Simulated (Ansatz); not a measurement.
# CoO (I4/mmm) in Ansatz: relaxation of cell and atoms with PBE

Aim: the relaxation of cell and atoms of CoO with PBE.

Program: Ansatz 0.2.0. These are calculated values, not measurements. Logs are shortened: lines on timing, memory, paths and dates and some standing lists are left out, and cuts for length are marked.

## (1) The structure

The structure is tetragonal, space group I4/mmm (No. 139). Conventional cell: a = 3.016 Å, b = 3.016 Å, c = 4.215 Å, α = 90.00°, β = 90.00°, γ = 90.00°. Co (site symmetry 4/mmm) is surrounded by 6 O at 2.11 to 2.13 Å. Around O (site symmetry 4/mmm) lie 6 Co at 2.11 to 2.13 Å.

## (2) Relaxation of cell and atoms, PBE, collinear spin, ferromagnetic start, target pressure 5 GPa, at which the enthalpy is minimised

Input file input.yaml:

```yaml
crystal:
  lattice:
    - [-1.50800044, 1.50800044, 2.10725036]
    - [1.50800044, -1.50800044, 2.10725036]
    - [1.50800044, 1.50800044, -2.10725036]
  atoms:
    - { symbol: Co, position: [0.0, 0.0, 0.0], spin: 2.0 }
    - { symbol: O, position: [0.5, 0.5, 0.0] }
hamiltonian:
  xc: pbe
  pseudopotentials: { kind: paw }
magnetization:
  spin_polarized: true
kpoints:
  mp_grid: { grid: [9, 9, 9] }
scf:
  occupations: { method: fermi_dirac, width: 0.05 }
output:
  forces: true
  stress: true
  eigenvalues: true
relax:
  f_tol: 0.01
  max_steps: 40
  cell: { stress_tol: 0.05, p_target: 5.0 }
```

Potentials or basis: Ansatz PAW.

Launch:

```
$ ansatz run input.yaml --threads 2 --pin off --max-ram 5632MiB --backend cpu --events-out ev --progress --plain --runs-dir out
```

Standard output:

```text
Warning: RAYON_NUM_THREADS=2 ignored (pool sized by the plan → 2); use --threads N
Engine: ansatz 0.2.0, aarch64-unknown-linux-gnu
Pseudopotentials: kind: paw
Pseudopotential: Co, paw, valence charge 17, recommended cutoff 420 eV (normal), Co.paw.azcp
Pseudopotential: O, paw, valence charge 6, recommended cutoff 420 eV (normal), O.paw.azcp
Functional definition: PBE
  parameter kappa = 0.804
  parameter beta = 0.06672455060314922
  exchange = pbe_x(kappa = kappa, mu = beta*pi^2/3)
  correlation = pbe_c(beta = beta)
Crystal: 2 atoms, lattice volume = 19.168 Å³
Basis set: ecut = 420 eV, 339 PW (Γ), exchange–correlation on 48×48×48 points (8 copies of the dense FFT grid, shifted against one another)
Bands: 17, of which v1, the nominal top of the filled ones, is band 12 counted from 1 (11 counted from 0)
Symmetry: 16 space group operations
Space group: I4/mmm (ITA 139), of the structure as read, at distance tolerance 2.7e-5 Å
Magnetic group: BNS 139.531 (UNI 1191), of the structure as read, at distance tolerance 2.7e-5 Å
k-points: 75 of 729
Non-local potential: Co, projectors of the file, l = 0: 3, l = 1: 2, l = 2: 3, l = 3: 1
Non-local potential: O, projectors of the file, l = 0: 2, l = 1: 2, l = 2: 1
PAW form: soft (Blöchl's): semilocal exchange-correlation on the pseudo side does not see the compensation charge
PAW one-centre angular grid: Co, 590 points (default); XC on 64 Gauss nodes
PAW one-centre angular grid: O, 110 points (default); XC on 64 Gauss nodes
Initial density: superposition of atomic densities (chi_scale 0.1, normalization cell, long waves kept (reshape's long-wave potential 0.00 eV rms))
Starting moments: Σ|m| = 2 μB on 1 of 2 sites
Initial wavefunctions: pseudopotential atomic-orbital guess
Functional: x = pbe(κ = 0.804, μ = 0.2195149727645171), c = pbe(β = 0.06672455060314922)
SCF iter   1: F=—  HF=-5691.137273 eV  |F-HF|=—  |Δ(HF+E_count)|=         —  Δρ=1.15e-1 (↑1.15e-1 ↓9.85e-2)  dr2=5.99e0  dr2_m=1.48e-1  M=2.089 μB ∫|m|=2.089 μB  β_m=0.30  ethr=3.10e-3  ⟨swp⟩=5.6  Hψ=11163  notcnv=0
Mixer restart at iter 1: flushing history
preconditioner: auto → none  [metal: Δε(μ)=0.003 eV  Ē_g=13.171 eV  σ=0.050 eV  W_gap=0.01  n_scr=8 (ndim 8)  ℏωp=32.8 eV  f_vac=0.000  D(μ)=5.28/eV (n_scr^D=112)  sad-step TF]
SCF iter   2: F=—  HF=-5691.631409 eV  |F-HF|=—  |Δ(HF+E_count)|=   4.94e-1  Δρ=5.52e-2 (↑5.52e-2 ↓4.55e-2)  dr2=8.33e-1  dr2_m=1.89e-1  M=2.248 μB ∫|m|=2.248 μB  β_m=0.38  ethr=3.10e-3  ⟨swp⟩=3.0  Hψ=6436  notcnv=0  defer=35
SCF iter   3: F=—  HF=-5691.959516 eV  |F-HF|=—  |Δ(HF+E_count)|=   3.28e-1  Δρ=3.56e-2 (↑2.86e-2 ↓3.56e-2)  dr2=8.81e-2  dr2_m=1.31e-1  M=2.372 μB ∫|m|=2.374 μB  β_m=0.69  ethr=3.10e-3  ⟨swp⟩=2.0  Hψ=4414  notcnv=0  defer=38
SCF iter   4: F=—  HF=-5692.123313 eV  |F-HF|=—  |Δ(HF+E_count)|=         —  Δρ=4.61e-2 (↑3.13e-2 ↓4.61e-2)  dr2=9.11e-2  dr2_m=2.43e-1  M=2.837 μB ∫|m|=2.846 μB  β_m=0.69  ethr=3.83e-4  ⟨swp⟩=2.9  Hψ=5541  notcnv=0  defer=42
Mixer restart at iter 4: flushing history
SCF iter   5: F=—  HF=-5692.142069 eV  |F-HF|=—  |Δ(HF+E_count)|=   1.88e-2  Δρ=2.03e-2 (↑2.03e-2 ↓1.38e-2)  dr2=1.24e-1  dr2_m=6.74e-3  M=2.762 μB ∫|m|=2.772 μB  β_m=0.66  ethr=3.83e-4  ⟨swp⟩=3.3  Hψ=5733  notcnv=0  defer=46
SCF iter   6: F=—  HF=-5692.143682 eV  |F-HF|=—  |Δ(HF+E_count)|=   1.61e-3  Δρ=3.37e-2 (↑1.12e-2 ↓3.37e-2)  dr2=1.52e-1  dr2_m=5.59e-2  M=2.923 μB ∫|m|=2.936 μB  β_m=0.56  ethr=3.83e-4  ⟨swp⟩=3.0  Hψ=6125  notcnv=0  defer=63
SCF iter   7: F=—  HF=-5692.117111 eV  |F-HF|=—  |Δ(HF+E_count)|=   2.66e-2  Δρ=2.41e-3 (↑2.41e-3 ↓6.86e-4)  dr2=6.82e-4  dr2_m=2.29e-4  M=2.875 μB ∫|m|=2.889 μB  β_m=0.51  ethr=3.83e-4  ⟨swp⟩=2.6  Hψ=5319  notcnv=0  defer=61
SCF iter   8: F=—  HF=-5692.116934 eV  |F-HF|=—  |Δ(HF+E_count)|=   1.77e-4  Δρ=4.92e-4 (↑4.90e-4 ↓4.92e-4)  dr2=3.39e-5  dr2_m=2.26e-5  M=2.879 μB ∫|m|=2.893 μB  β_m=0.75  ethr=2.97e-6  ⟨swp⟩=2.4  Hψ=4228  notcnv=0  defer=61
SCF iter   9: F=—  HF=-5692.116969 eV  |F-HF|=—  |Δ(HF+E_count)|=   3.50e-5  Δρ=2.83e-4 (↑1.12e-4 ↓2.83e-4)  dr2=4.00e-6  dr2_m=5.00e-6  M=2.882 μB ∫|m|=2.897 μB  β_m=0.84  ethr=1.47e-7  ⟨swp⟩=2.3  Hψ=4151  notcnv=0  defer=61
SCF iter  10: F=—  HF=-5692.116973 eV  |F-HF|=—  |Δ(HF+E_count)|=   3.95e-6  Δρ=1.91e-4 (↑4.38e-5 ↓1.91e-4)  dr2=1.35e-6  dr2_m=1.91e-6  M=2.883 μB ∫|m|=2.897 μB  β_m=0.92  ethr=1.74e-8  ⟨swp⟩=2.4  Hψ=3787  notcnv=0  defer=61
SCF iter  11: F=—  HF=-5692.116977 eV  |F-HF|=—  |Δ(HF+E_count)|=   4.18e-6  Δρ=4.31e-5 (↑4.31e-5 ↓2.66e-5)  dr2=6.85e-8  dr2_m=2.03e-7  M=2.883 μB ∫|m|=2.897 μB  β_m=0.96  ethr=5.87e-9  ⟨swp⟩=2.0  Hψ=4305  notcnv=0  defer=61
SCF iter  12: F=—  HF=-5692.116977 eV  |F-HF|=—  |Δ(HF+E_count)|=   1.09e-7  Δρ=1.67e-5 (↑2.00e-6 ↓1.67e-5)  dr2=1.06e-8  dr2_m=1.30e-8  M=2.883 μB ∫|m|=2.897 μB  β_m=0.98  ethr=2.98e-10  ⟨swp⟩=2.1  Hψ=3632  notcnv=0  defer=61
SCF iter  13: F=-5692.116977 eV  HF=-5692.116977 eV  |F-HF|=1.15e-9  |Δ(HF+E_count)|=   1.99e-8  Δρ=7.07e-6 (↑1.21e-6 ↓7.07e-6)  dr2=2.92e-9  dr2_m=2.16e-9  M=2.883 μB ∫|m|=2.897 μB  ethr=4.60e-11  ⟨swp⟩=3.1  Hψ=9264  notcnv=0
SCF 1 converged in 13 iterations: F = -5692.116977 eV  dr2 = 2.92e-9
[... 86 lines left out ...]
SCF iter   2: F=—  HF=-5692.108816 eV  |F-HF|=—  |Δ(HF+E_count)|=   5.15e-6  Δρ=1.41e-4 (↑3.87e-5 ↓1.41e-4)  dr2=1.01e-6  dr2_m=1.12e-6  M=2.785 μB ∫|m|=2.798 μB  β_m=0.65  ethr=4.63e-9  ⟨swp⟩=2.2  Hψ=4228  notcnv=0
SCF iter   3: F=—  HF=-5692.108819 eV  |F-HF|=—  |Δ(HF+E_count)|=   2.88e-6  Δρ=9.90e-5 (↑7.47e-5 ↓9.90e-5)  dr2=3.95e-7  dr2_m=8.81e-7  M=2.784 μB ∫|m|=2.797 μB  β_m=0.82  ethr=4.38e-9  ⟨swp⟩=2.0  Hψ=4327  notcnv=0
SCF iter   4: F=—  HF=-5692.108820 eV  |F-HF|=—  |Δ(HF+E_count)|=   1.68e-6  Δρ=8.23e-5 (↑1.56e-5 ↓8.23e-5)  dr2=5.14e-7  dr2_m=3.36e-7  M=2.784 μB ∫|m|=2.797 μB  β_m=0.80  ethr=1.72e-9  ⟨swp⟩=2.0  Hψ=4302  notcnv=0
SCF iter   5: F=—  HF=-5692.108821 eV  |F-HF|=—  |Δ(HF+E_count)|=   4.34e-7  Δρ=2.28e-5 (↑1.01e-5 ↓2.28e-5)  dr2=5.43e-8  dr2_m=2.51e-8  M=2.784 μB ∫|m|=2.797 μB  β_m=0.80  ethr=1.72e-9  ⟨swp⟩=2.0  Hψ=4325  notcnv=0
SCF iter   6: F=—  HF=-5692.108821 eV  |F-HF|=—  |Δ(HF+E_count)|=   1.27e-8  Δρ=1.54e-5 (↑3.14e-6 ↓1.54e-5)  dr2=1.90e-8  dr2_m=1.23e-8  M=2.784 μB ∫|m|=2.797 μB  β_m=0.90  ethr=2.36e-10  ⟨swp⟩=2.0  Hψ=3960  notcnv=0
SCF iter   7: F=-5692.108821 eV  HF=-5692.108821 eV  |F-HF|=6.10e-8  |Δ(HF+E_count)|=   3.99e-8  Δρ=2.09e-5 (↑1.41e-5 ↓2.09e-5)  dr2=7.49e-8  dr2_m=3.25e-8  M=2.784 μB ∫|m|=2.797 μB  ethr=8.26e-11  ⟨swp⟩=1.3  Hψ=7575  notcnv=0
SCF 8 converged in 7 iterations: F = -5692.108821 eV  dr2 = 7.49e-8
relax step   8: F+E_penalty+E_count = -5692.10882063 eV  Δ(F+E_penalty+E_count) = +4.709e-4 eV  max|allowed force component| = 2.130e-29 eV/Å  Δτ_max = 0.0000 Å  P = +5.002 GPa  Ω = 18.573 Å³  energy of the carried Pulay correction = +8.756e-5 eV  (7 SCF iters, dr2 threshold 1.08e-7 eV, accepted)
iter 1 solved again at ethr=7.49e-9 eV; its pass at ethr=3.10e-3 eV (dr2=1.72e-6 eV) is discarded
SCF iter   1: F=—  HF=-5692.108805 eV  |F-HF|=—  |Δ(HF+E_count)|=         —  Δρ=1.02e-5 (↑9.81e-6 ↓1.02e-5)  dr2=1.46e-8  dr2_m=8.16e-9  M=2.784 μB ∫|m|=2.797 μB  β_m=0.65  ethr=7.49e-9  ⟨swp⟩=3.1  Hψ=18890  notcnv=0
preconditioner: auto → none  [metal: Δε(μ)=0.001 eV  Ē_g=14.053 eV  σ=0.050 eV  W_gap=0.00  n_scr=0 (ndim 8)  ℏωp=33.4 eV  f_vac=0.000  D(μ)=4.04/eV (n_scr^D=64)]
SCF iter   2: F=—  HF=-5692.108805 eV  |F-HF|=—  |Δ(HF+E_count)|=   7.96e-9  Δρ=6.06e-6 (↑2.86e-6 ↓6.06e-6)  dr2=2.58e-9  dr2_m=1.87e-9  M=2.784 μB ∫|m|=2.797 μB  β_m=0.52  ethr=6.35e-11  ⟨swp⟩=2.0  Hψ=3683  notcnv=0
SCF iter   3: F=—  HF=-5692.108805 eV  |F-HF|=—  |Δ(HF+E_count)|=  1.29e-10  Δρ=4.10e-6 (↑2.69e-6 ↓4.10e-6)  dr2=5.52e-10  dr2_m=1.43e-9  M=2.784 μB ∫|m|=2.797 μB  β_m=0.76  ethr=1.12e-11  ⟨swp⟩=2.0  Hψ=3737  notcnv=0
SCF iter   4: F=—  HF=-5692.108805 eV  |F-HF|=—  |Δ(HF+E_count)|=   2.09e-9  Δρ=2.53e-6 (↑1.35e-6 ↓2.53e-6)  dr2=1.10e-9  dr2_m=1.47e-10  M=2.784 μB ∫|m|=2.797 μB  β_m=0.65  ethr=2.40e-12  ⟨swp⟩=2.0  Hψ=4329  notcnv=0
SCF iter   5: F=—  HF=-5692.108805 eV  |F-HF|=—  |Δ(HF+E_count)|=  1.46e-10  Δρ=1.13e-6 (↑6.96e-7 ↓1.13e-6)  dr2=1.39e-10  dr2_m=3.48e-11  M=2.784 μB ∫|m|=2.797 μB  β_m=0.79  ethr=2.40e-12  ⟨swp⟩=2.0  Hψ=4343  notcnv=0
SCF iter   6: F=—  HF=-5692.108805 eV  |F-HF|=—  |Δ(HF+E_count)|=  2.17e-10  Δρ=5.55e-7 (↑5.52e-7 ↓5.55e-7)  dr2=2.69e-11  dr2_m=4.45e-11  M=2.784 μB ∫|m|=2.797 μB  β_m=0.90  ethr=1.00e-12  ⟨swp⟩=2.2  Hψ=4193  notcnv=0
SCF iter   7: F=—  HF=-5692.108805 eV  |F-HF|=—  |Δ(HF+E_count)|=  2.00e-11  Δρ=3.81e-7 (↑5.59e-8 ↓3.81e-7)  dr2=5.66e-12  dr2_m=6.34e-12  M=2.784 μB ∫|m|=2.797 μB  β_m=0.95  ethr=1.00e-12  ⟨swp⟩=2.1  Hψ=3281  notcnv=0
SCF iter   8: F=-5692.108805 eV  HF=-5692.108805 eV  |F-HF|=1.82e-12  |Δ(HF+E_count)|=  1.27e-11  Δρ=1.09e-7 (↑9.75e-9 ↓1.09e-7)  dr2=4.08e-13  dr2_m=5.32e-13  M=2.784 μB ∫|m|=2.797 μB  ethr=1.00e-12  ⟨swp⟩=3.7  Hψ=9979  notcnv=0
SCF 9 converged in 8 iterations: F = -5692.108805 eV  dr2 = 4.08e-13
relax step   9: F+E_penalty+E_count = -5692.10880469 eV  Δ(F+E_penalty+E_count) = +1.593e-5 eV  max|allowed force component| = 7.889e-31 eV/Å  Δτ_max = 0.0000 Å  P = +4.998 GPa  Ω = 18.573 Å³  stress off target by 8.45e-3 GPa  SCF on the basis re-selected at this cell (its energy is not comparable with the rows above)  (8 SCF iters)
basis re-selected at this cell: Δ(F+E_penalty+E_count) = +1.593e-5 eV, ΔP = -0.004 GPa vs the last step (what re-selecting the basis moved, of the pressure what is left beyond the Pulay correction that the steps carried, after the strain that the cell walked since its last selection, with what the two solves' SCF thresholds leave and, on support functions, any second-order correction that the steps lacked; it is no measure of the basis error at this ecutwfc). This SCF's stress stands 8.45e-3 GPa from its target on what of the cell is left free (relax.cell.stress_tol is 5.00e-2 GPa) and its largest allowed force component is 7.89e-31 eV/Å (relax.f_tol is 1.00e-2 eV/Å): within both
SCF converged after 8 iterations
Magnetization: 2.7838 μB (12.8919 up, 10.1081 down)
Absolute magnetization: 2.7968 μB (∫|ρ↑−ρ↓|, with the PAW one-centre terms)
Spin contamination: 0.0104 ħ² per cell (⟨S²⟩ above its minimum at these occupations)
Per-site moments (μB) at R_I (Å): [(2.3824473239775292, 0.8668556851258691), (0.28062964933262446, 0.8668556851258691)]
Free energy (F): -5692.108805 eV
Harris-Foulkes:  -5692.108805 eV  (|F-HF|=1.82e-12)
Internal energy: -5692.075479 eV  (E = F + TS)
E sigma→0 (E₀):  -5692.092142 eV
Entropy (-TS):   -0.033326 eV (-16.663 meV/atom)
Fermi energy:    14.699495 eV
--- Per-component energies (eV) ---
  E_band       = -288.749557
  E_kinetic    = 619.215375
  E_local      = -3374.872573  (includes V_loc(G=0)·N_el)
  E_nonlocal   = 514.513175
  E_hartree    = 1388.180104
  E_xc         = -229.112459
  E_vxc        = -294.494711  (∫ρ·V_xc dr)
  E_paw        = -1677.258337  (= ΣΔE_a)
  E_vpaw       = -529.473435  (= ΣTr[D̂ρ^β])
  E_aug_tail   = 0.002401  (compensation charges beyond the density's cutoff)
  E_ewald      = -2932.743165
  E_smearing   = -0.033326  (= −TS)
  E_closure    = 0.000000  (closes the sum)
  Σ components = -5692.108805   (vs F -5692.108805, Δ=0.00e0)
--- Forces (eV/Å), atoms counted from 1 ---
  atom   1  Co     0.00000000    -0.00000000    -0.00000000
  atom   2  O     -0.00000000    -0.00000000     0.00000000
  max |Σ_I F_I| component: 1.58e-30 eV/Å
--- Stress (GPa, compression-positive) ---
        4.992905       0.000000       0.000000
        0.000000       4.992905       0.000000
        0.000000       0.000000       5.008446
  P = ⅓ Tr σ = 4.9981 GPa (49.981 kbar)
--- Band table (eV; the first three rows and the last of 150) ---
  k-point 0 ↑: bands = ["-82.0985", "-45.3670", "-45.3647", "-45.3647", "-5.9437", "11.3324", "11.3335", "11.3335", "11.4471", "11.4472", "11.6157", "11.6157", "11.6193", "15.8174", "31.5380", "33.0209", "33.0209"]
  k-point 1 ↑: bands = ["-82.0978", "-45.3697", "-45.3690", "-45.3667", "-5.7655", "9.4912", "10.7397", "10.7417", "11.4909", "11.5008", "12.2438", "12.2464", "12.5871", "16.9687", "29.6594", "31.9141", "31.9166"]
  k-point 2 ↑: bands = ["-82.0961", "-45.3821", "-45.3741", "-45.3718", "-5.3296", "7.9655", "10.2613", "10.2634", "11.2150", "11.6027", "12.7474", "12.7499", "12.9818", "19.1860", "28.0088", "28.4399", "30.8166"]
  k-point 74 ↓: bands = ["-79.1486", "-42.5322", "-42.5070", "-42.5034", "-4.0512", "7.9577", "9.9329", "10.4010", "12.7052", "14.8023", "14.8402", "15.4979", "15.8128", "21.9480", "25.0923", "26.6714", "31.2086"]
--- Relaxed structure (7 steps of the walk, 7 accepted, 2 SCFs on fresh bases) ---
  F+E_penalty+E_count = -5692.10880469 eV   max|allowed force component| = 7.889e-31 eV/Å   (the final SCF, on the basis selected at the relaxed cell)
  cell:  # Å, volume = 18.5733 Å³
    - [-1.4864578835942188, 1.4864578835942188, 2.101468327577865]
    - [1.4864578835942188, -1.4864578835942188, 2.101468327577865]
    - [1.4864578835942188, 1.4864578835942188, -2.101468327577865]
  atoms:
    - { symbol: Co, position: [-2.2848850579710372e-35, -2.0603875286222933e-35, 2.2449752934874397e-36] }
    - { symbol: O, position: [0.49999999999999994, 0.49999999999999994, 4.238798743334146e-35] }
```

Wall time 18 s (2 threads of Arm Neoverse V2, shared host); peak memory 0.32 GiB.

What came out:

```
Free energy                                            : -5692.1088 eV
Relaxed volume                                         : 9.29 Å³/atom
Relaxed cell                                           : a = 2.972 Å, b = 2.972 Å, c = 2.972 Å, α = 119.99°, β = 119.99°, γ = 90.02°
Space group after relaxing (to 0.05 Å)                 : Fm-3m (No. 225)
Energy change on relaxing (the enthalpy is what falls) : +4.1 meV/atom
Ionic steps                                            : 9
Pressure after relaxing                                : 5.0 GPa
Band gap on the k mesh                                 : none (metal or under the smearing width)
Net moment                                             : 2.78 μB per cell
Absolute moment                                        : 2.80 μB per cell
Site moments                                           : Co +2.38; O +0.28 μB
```

Step by step:
```csv
step,energy change (eV),largest force (eV/Å),volume (Å³)
1,0.0000,0.0000,19.17
2,0.0004,0.0000,18.88
3,0.0058,0.0000,18.58
4,0.0054,0.0000,18.60
5,0.0053,0.0000,18.59
6,0.0054,0.0000,18.59
7,0.0077,0.0000,18.59
8,0.0082,0.0000,18.57
9,0.0082,0.0000,18.57
```

Final structure:
```xyz
2
Lattice="-1.4865 1.4865 2.1015 1.4865 -1.4865 2.1015 1.4865 1.4865 -2.1015" Properties=species:S:1:pos:R:3 pbc="T T T"
Co    0.0000    0.0000    0.0000
O     0.0000    0.0000    2.1015
```

Levels at points of the mesh, in eV from the Fermi level:
Spin up:
```
           k point  band 9  band 10  band 11  band 12  band 13  band 14  band 15  band 16  band 17
(0.00, 0.00, 0.00)   -3.25    -3.25    -3.08    -3.08    -3.08     1.12    16.84    18.32    18.32
```
Spin down:
| k point | band 7 | band 8 | band 9 | band 10 | band 11 | band 12 | band 13 | band 14 |
| --- | --- | --- | --- | --- | --- | --- | --- | --- |
| (0.00, 0.00, 0.00) | -2.87 | -2.87 | -1.20 | -1.20 | -1.20 | 0.02 | 0.02 | 1.64 |

Caveat: the plane-wave basis is chosen anew once the cell has moved, so the energies of steps on either side of that aren't comparable; the pressure holds a Pulay correction of +0.8 GPa for the finite cutoff; a cell with one magnetic atom can't hold antiferromagnetic order, which such compounds often take; semilocal functionals often make such compounds metallic where correlation or magnetic order opens a gap, which also shifts bond lengths. With open d or f shells a metallic result of PBE can be an artefact of self-interaction; +U or a hybrid may open a gap.
